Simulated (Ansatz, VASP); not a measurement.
AlN in VASP and in Ansatz

```
CELL_PARAMETERS angstrom
3.50297 0.00000 0.00000
-1.75148 3.03366 0.00000
0.00000 0.00000 4.19656
ATOMIC_POSITIONS crystal
Al 0.33333 0.66667 0.75000
Al 0.66667 0.33333 0.25000
N 0.33333 0.66667 0.25000
N 0.66667 0.33333 0.75000
```

Alike in both runs: task single point; functional PBE; k mesh 9 × 9 × 6; occupations gaussian, width 0.05 eV; no spin polarisation.

|  | VASP | Ansatz |
| --- | --- | --- |
| version | VASP 6.6.1 | Ansatz 0.2.0 |
| potentials or method | VASP PAW PBE potentials, release 64 (Al, N) | scalar-relativistic, plane waves, PAW |
| plane-wave cutoff (eV) | 520 | 520 |
| valence electrons in the cell | 16 | 16 |

```csv
,VASP,Ansatz,Ansatz less VASP
gap on the k mesh at the Fermi level (eV),2.62,2.62,-0.004
least direct gap on the mesh (eV),2.62,2.62,-0.004
pressure (GPa),-19.2,-19.1,+0.12
largest component of the traceless stress (GPa),5.12,5.04,-0.079
```

Caveats: so large a pressure means that the cell lies far from this level's equilibrium, or that cutoff or potentials fall short (VASP).
